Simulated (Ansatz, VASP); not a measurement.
# Cu: VASP beside Ansatz

```
Cu
1.0
     0.00000    1.82381    1.82381
     1.82381    0.00000    1.82381
     1.82381    1.82381    0.00000
Cu
1
Direct
  0.00000 0.00000 0.00000
```

Alike in both runs: functional PBE; k mesh 20 × 20 × 20; occupations gaussian, width 0.1 eV; no spin polarisation.

Ansatz relaxed the structure, and its values are those at the end. VASP's run is a single point on that final structure, the one shown.

```csv
,VASP,Ansatz
version,VASP 6.6.1,Ansatz 0.2.0
potentials or method,"VASP PAW PBE potentials, release 64 (Cu)","scalar-relativistic, plane waves, PAW"
plane-wave cutoff (eV),520,420
valence electrons in the cell,11,19
```

```csv
,VASP,Ansatz,Ansatz less VASP
gap on the k mesh at the Fermi level (eV),none,none,-
pressure (GPa),-1.4,-2.0,-0.57
```

A gap of «none» marks a metal or a gap that the smearing closes. The functional is the same, so the differences come from potentials, cutoffs and numerics. The two sets of potentials don't hold the same shells in valence.
